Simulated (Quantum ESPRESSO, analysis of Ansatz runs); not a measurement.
# Migration in In2O3 (R-3c): V_O hop (2.8 Å), charge 0 (Quantum ESPRESSO), part 3 of 3

How high is the barrier when O changes place in In2O3 (R-3c)? The case: V_O hop (2.8 Å), charge 0, in a cell of 80 host atoms with 1 O taken out.

Quantum ESPRESSO 7.5; Quantum ESPRESSO plane-wave DFT, PBEsol, GBRV 1.5 PBEsol potentials; nudged elastic band between two relaxed defect structures.

So far: The structure; Relaxation of the start point, charge 0; Relaxation of the end point, charge 0.

**4. Nudged elastic band, charge 0**

3 movable images are laid between the ends by interpolation. Each image feels the true force across the path and a spring force along it. The highest image is set to climb to the top of the path.

This step: Quantum ESPRESSO plane-wave DFT, PBEsol, GBRV 1.5 PBEsol potentials; nudged elastic band between two relaxed defect structures.

neb.in reads:

```
BEGIN
BEGIN_PATH_INPUT
&PATH
  restart_mode = 'from_scratch'
  string_method = 'neb'
  nstep_path = 45
  ds = 1.5
  opt_scheme = 'broyden'
  num_of_images = 5
  k_max = 0.3
  k_min = 0.2
  CI_scheme = 'auto'
  path_thr = 0.06
/
END_PATH_INPUT
BEGIN_ENGINE_INPUT
&CONTROL
  prefix = 'pwscf'
  outdir = './tmp'
  pseudo_dir = './pseudo'
  disk_io = 'low'
/
&SYSTEM
  ibrav = 0
  nat = 79
  ntyp = 2
  ecutwfc = 36
  ecutrho = 288
  nbnd = 353
  occupations = 'fixed'
  nosym = .true.
/
&ELECTRONS
  conv_thr = 8d-08
  electron_maxstep = 100
  mixing_beta = 0.5
/
ATOMIC_SPECIES
In   114.8180 in_pbesol_v1.4.uspp.F.UPF
O     15.9990 o_pbesol_v1.2.uspp.F.UPF
CELL_PARAMETERS angstrom
   5.4978745703    3.1741994431    9.6511633505
  -5.4978745703    3.1741994431    9.6511633505
   0.0000000000   -6.3483986861    9.6511633503
BEGIN_POSITIONS
FIRST_IMAGE
ATOMIC_POSITIONS crystal
In     0.3199392069    0.3207339125    0.3258818211
In     0.4292689631    0.4299482316    0.4282881624
In     0.1793169464    0.1785888411    0.1798143913
In     0.0696022319    0.0712720248    0.0721512792
O      0.0234562307    0.3750973448    0.2263131143
O      0.3788571734    0.2319278716    0.0123521358
O      0.2271566734    0.0230915278    0.3748745964
O      0.4753008876    0.1291539881    0.2689856957
O      0.2670193090    0.4762941352    0.1325323231
O      0.1240921488    0.2725297199    0.4783536199
In     0.3084659809    0.3176655785    0.8276223017
In     0.4221532162    0.4324499804    0.9414114119
In     0.1775816143    0.1784410896    0.6803816164
In     0.0716166321    0.0705394489    0.5718372843
O      0.0226004072    0.3756868802    0.7269147195
O      0.3741349381    0.2275478228    0.5253919922
O      0.2278154263    0.0244909065    0.8753829857
O      0.4785848662    0.1299284763    0.7722627875
O      0.2796327547    0.4753102979    0.6264299918
O      0.1173908382    0.2738818612    0.9826967372
In     0.3209615469    0.8221249381    0.3196517799
In     0.4270560561    0.9343268259    0.4257629218
In     0.1776760309    0.6789187571    0.1802034013
In     0.0699332088    0.5716620954    0.0705177393
O      0.0231112421    0.8750376658    0.2267190993
O      0.3744321404    0.7256759592    0.0219554453
O      0.2272609053    0.5235101882    0.3763559262
O      0.4762461972    0.6261278961    0.2724065335
O      0.2740564999    0.9795966614    0.1230720160
O      0.1261788348    0.7717421684    0.4774852685
In     0.3212504220    0.8213876936    0.8205962893
In     0.4291588018    0.9287812307    0.9285492700
In     0.1808771344    0.6792318733    0.6781046289
In     0.0717961662    0.5711019045    0.5718742312
O      0.0232069174    0.8743597392    0.7266435926
O      0.3766114738    0.7266649966    0.5221154417
O      0.2374405458    0.5182217870    0.8709384101
O      0.4775122137    0.6201624967    0.7712664367
O      0.2736716105    0.9768048148    0.6247833228
O      0.1267430877    0.7705474856    0.9757589403
In     0.8218946216    0.3214655364    0.3195688910
In     0.9301182728    0.4287924162    0.4278670451
In     0.6780000254    0.1791490165    0.1780463188
In     0.5718062905    0.0709759194    0.0689426187
O      0.5229422386    0.3745692240    0.2271889108
O      0.8734111203    0.2267998793    0.0225558726
O      0.7270603296    0.0245758772    0.3741195820
O      0.9771749962    0.1238568067    0.2747389109
O      0.7715126507    0.4778157383    0.1256011057
O      0.6241636205    0.2753906246    0.4814187752
In     0.8215170942    0.3203462371    0.8204962797
In     0.9240555248    0.4294801675    0.9298120246
In     0.6882531444    0.1644427905    0.6747606088
In     0.5699580050    0.0704550275    0.5695151702
O      0.8741810185    0.2268626788    0.5237769981
O      0.7276592036    0.0235510343    0.8731895834
O      0.9773196241    0.1241877908    0.7735603105
O      0.7684429403    0.4748706178    0.6256020212
O      0.6234006241    0.2749642819    0.9700821741
In     0.8213985383    0.8229168387    0.3196371665
In     0.9303108695    0.9273136922    0.4283349419
In     0.6779014546    0.6797055920    0.1781968656
In     0.5694664400    0.5718455851    0.0721831709
O      0.5231621958    0.8759373638    0.2266496451
O      0.8748672534    0.7272438922    0.0227025205
O      0.7258778032    0.5233603968    0.3756832787
O      0.9749946180    0.6263942665    0.2725756888
O      0.7723653086    0.9785447691    0.1236634866
O      0.6229240266    0.7795712012    0.4776236591
In     0.8240350372    0.8158959188    0.8228505869
In     0.9301629644    0.9281205006    0.9288717187
In     0.6803472293    0.6797193614    0.6798590841
In     0.5749993952    0.5857548936    0.5616245350
O      0.5217917519    0.8750694447    0.7280427932
O      0.8757200217    0.7256875578    0.5226713042
O      0.7244339870    0.5226638189    0.8756731559
O      0.9807737640    0.6211694555    0.7745404135
O      0.7723007686    0.9706445901    0.6268536924
O      0.6249381040    0.7734743275    0.9761796512
INTERMEDIATE_IMAGE
ATOMIC_POSITIONS crystal
In     0.3199856354    0.3209853035    0.3246827713
In     0.4289743976    0.4298476702    0.4283633470
[... 77 atom lines left out ...]
INTERMEDIATE_IMAGE
ATOMIC_POSITIONS crystal
In     0.3200320639    0.3212366945    0.3234837216
In     0.4286798322    0.4297471087    0.4284385317
[... 77 atom lines left out ...]
INTERMEDIATE_IMAGE
ATOMIC_POSITIONS crystal
In     0.3200784925    0.3214880855    0.3222846718
In     0.4283852667    0.4296465473    0.4285137163
[... 77 atom lines left out ...]
LAST_IMAGE
ATOMIC_POSITIONS crystal
In     0.3201249210    0.3217394765    0.3210856221
In     0.4280907012    0.4295459858    0.4285889009
[... 3 atom lines left out ...]
O      0.3704723625    0.2378931324    0.0179496872
[... 4 atom lines left out ...]
In     0.3271467418    0.3087132517    0.8175387697
In     0.4410030200    0.4226764300    0.9321200328
[... 5 atom lines left out ...]
O      0.4821802875    0.1176937365    0.7736763500
O      0.2719848243    0.4788911473    0.6298090771
[... 4 atom lines left out ...]
In     0.0612773312    0.5753048008    0.0853802065
[... 8 atom lines left out ...]
In     0.1743305914    0.6885001230    0.6644706499
[... 2 atom lines left out ...]
O      0.3727798060    0.7281639750    0.5233971025
O      0.5120088315    0.3791221072    0.7315386558
O      0.4696390730    0.6238078662    0.7745894070
[... 20 atom lines left out ...]
O      0.6318296314    0.2675317984    0.9762332339
[... 13 atom lines left out ...]
In     0.5685137912    0.5721059963    0.5706790744
[... 5 atom lines left out ...]
O      0.6252975307    0.7717518744    0.9773266625
END_POSITIONS
K_POINTS gamma
END_ENGINE_INPUT
END
```

Launch:

```sh
OMP_NUM_THREADS=1 mpirun -n 4 neb.x -ni 2 -inp neb.in > neb.out
```

Log:

```text
[shortened: banners, details of potentials and solvers, and blank lines are left out]
[banner, memory and clock lines left out]
     path-images division:  nimage    =       2
     initial path length           =  5.0819 bohr
     initial inter-image distance  =  1.2705 bohr
     string_method                 =    neb
     restart_mode                  =    from_scratch
     opt_scheme                    =    broyden
     num_of_images                 =    5
     nstep_path                    =    45
     CI_scheme                     =    auto
     first_last_opt                =    F
     use_freezing                  =    F
     ds                            =    1.5000 a.u.
     k_max                         =    0.3000 a.u.
     k_min                         =    0.2000 a.u.
     path_thr                      =    0.0600 eV / A
     ------------------------------ iteration   1 ------------------------------
     activation energy (->) =   2.314801 eV
     activation energy (<-) =   2.314559 eV
     image        energy (eV)        error (eV/A)        frozen
         1     -78628.4047549            0.026433            T
         2     -78627.2600375            3.429927            F
         3     -78626.0899543            5.056440            F
         4     -78627.2611672            2.814379            F
         5     -78628.4045138            0.029796            T
     climbing image =  3
     path length          =  5.082 bohr
     inter-image distance =  1.270 bohr
     ------------------------------ iteration   2 ------------------------------
     activation energy (->) =   1.287792 eV
     activation energy (<-) =   1.287551 eV
     image        energy (eV)        error (eV/A)        frozen
         1     -78628.4047549            0.026433            T
         2     -78627.5632636            1.770977            F
         3     -78627.1169627            1.649700            F
         4     -78627.5633462            1.407513            F
         5     -78628.4045138            0.029796            T
     climbing image =  3
     path length          =  5.147 bohr
[...]
------------------------------ iteration   3 ------------------------------
     activation energy (->) =   1.030446 eV
     activation energy (<-) =   1.030205 eV
     image        energy (eV)        error (eV/A)        frozen
         1     -78628.4047549            0.026433            T
         2     -78627.6935015            0.717729            F
         3     -78627.3743086            1.106464            F
         4     -78627.6943088            0.704823            F
         5     -78628.4045138            0.029796            T
     climbing image =  3
     path length          =  5.210 bohr
[...]
------------------------------ iteration   4 ------------------------------
     activation energy (->) =   0.856618 eV
     activation energy (<-) =   0.856377 eV
     image        energy (eV)        error (eV/A)        frozen
         1     -78628.4047549            0.026433            T
         2     -78627.7567723            0.344996            F
         3     -78627.5481371            0.565788            F
         4     -78627.7579688            0.344796            F
         5     -78628.4045138            0.029796            T
     climbing image =  3
     path length          =  5.309 bohr
[...]
------------------------------ iteration   5 ------------------------------
     activation energy (->) =   0.787124 eV
     activation energy (<-) =   0.786883 eV
     image        energy (eV)        error (eV/A)        frozen
         1     -78628.4047549            0.026433            T
         2     -78627.7826433            0.238829            F
         3     -78627.6176311            0.364104            F
         4     -78627.7839561            0.239620            F
         5     -78628.4045138            0.029796            T
     climbing image =  3
     path length          =  5.360 bohr
[...]
------------------------------ iteration   6 ------------------------------
     activation energy (->) =   0.715343 eV
     activation energy (<-) =   0.715102 eV
     image        energy (eV)        error (eV/A)        frozen
         1     -78628.4047549            0.026433            T
         2     -78627.8072257            0.115240            F
         3     -78627.6894114            0.219562            F
         4     -78627.8085673            0.112592            F
         5     -78628.4045138            0.029796            T
     climbing image =  3
     path length          =  5.447 bohr
[...]
------------------------------ iteration   7 ------------------------------
     activation energy (->) =   0.683378 eV
     activation energy (<-) =   0.683137 eV
     image        energy (eV)        error (eV/A)        frozen
         1     -78628.4047549            0.026433            T
         2     -78627.8156034            0.083386            F
         3     -78627.7213772            0.159008            F
         4     -78627.8168414            0.082199            F
         5     -78628.4045138            0.029796            T
     climbing image =  3
     path length          =  5.516 bohr
[...]
------------------------------ iteration   8 ------------------------------
     activation energy (->) =   0.669131 eV
     activation energy (<-) =   0.668890 eV
     image        energy (eV)        error (eV/A)        frozen
         1     -78628.4047549            0.026433            T
         2     -78627.8189721            0.067013            F
         3     -78627.7356237            0.112600            F
         4     -78627.8201271            0.065510            F
         5     -78628.4045138            0.029796            T
     climbing image =  3
     path length          =  5.540 bohr
[...]
------------------------------ iteration   9 ------------------------------
     activation energy (->) =   0.639604 eV
     activation energy (<-) =   0.639363 eV
     image        energy (eV)        error (eV/A)        frozen
         1     -78628.4047549            0.026433            T
         2     -78627.8256870            0.079952            F
         3     -78627.7651508            0.058181            F
         4     -78627.8267076            0.077636            F
         5     -78628.4045138            0.029796            T
     climbing image =  3
     path length          =  5.637 bohr
[...]
------------------------------ iteration  10 ------------------------------
     activation energy (->) =   0.635518 eV
     activation energy (<-) =   0.635277 eV
     image        energy (eV)        error (eV/A)        frozen
         1     -78628.4047549            0.026433            T
         2     -78627.8281943            0.040693            F
         3     -78627.7692371            0.056285            F
         4     -78627.8292301            0.042989            F
         5     -78628.4045138            0.029796            T
     climbing image =  3
     path length          =  5.646 bohr
     inter-image distance =  1.411 bohr
     neb: convergence achieved in  10 iterations
```

Elapsed: 70 min, on 4 MPI ranks of Arm Neoverse V1, shared host; peak memory 3.3 GiB; 4.6 h of CPU time.

Images along the path:

```tsv
image	path (Å)	energy (eV)	O37: x, y, z (Å)
0	0.000	0.0000	-1.544, -3.130, 15.699
1	0.816	0.5766	-1.066, -2.567, 15.697
2	1.493	0.6355	-0.614, -2.113, 15.681
3	2.171	0.5755	0.005, -1.949, 15.665
4	2.988	0.0002	0.731, -1.815, 15.661
```

Numbers from this step:

| Item | Value |
| --- | --- |
| barrier forward | 0.6355 eV |
| barrier backward | 0.6353 eV |
| end less start | 2.41e-4 eV |
| hop length | 2.627 Å |

The band met its tolerance of 0.06 eV/Å after 10 iterations, with image 2 on top (the start counts as 0). O37, which moves farthest between the ends, has 4 In at 2.14 to 2.24 Å nearest at the start and 4 In at 2.12 to 2.29 Å at the top.

**5. What came out**

```json
{"barrier forward": "0.64 eV", "barrier backward": "0.64 eV", "end less start": "0.00 eV", "hop length": "2.63 Å", "band iterations, as the log counts them": "10"}
```

What this shows: The top of the band lies 0.64 eV above the start and 0.64 eV above the end, which are alike in energy and neighbours. With an assumed prefactor of 1e13 per second it gives one hop a second along this one path at about 250 K; whether such hops link up through the crystal wasn't checked. The order of the top as a saddle was not checked for all atoms, so a bent path could be lower. Limits: sampling at the zone centre alone can move energies of charged and open-shell states by tenths of an eV or more in cells of this size; spin–orbit coupling, which can matter with heavy atoms, is left out. The cutoff of 36 Ry is under the 40 Ry advised for these potentials.

[Logs are printed without paths, hosts, clocks, repeated set-up lines and the standing remarks that a program may print on its own settings, such as how far it seeks lower states.]

[Hosts, paths, dates, database ids (printed as entryN), source tags and the programs' standing remarks are cut or masked in the printed files.]
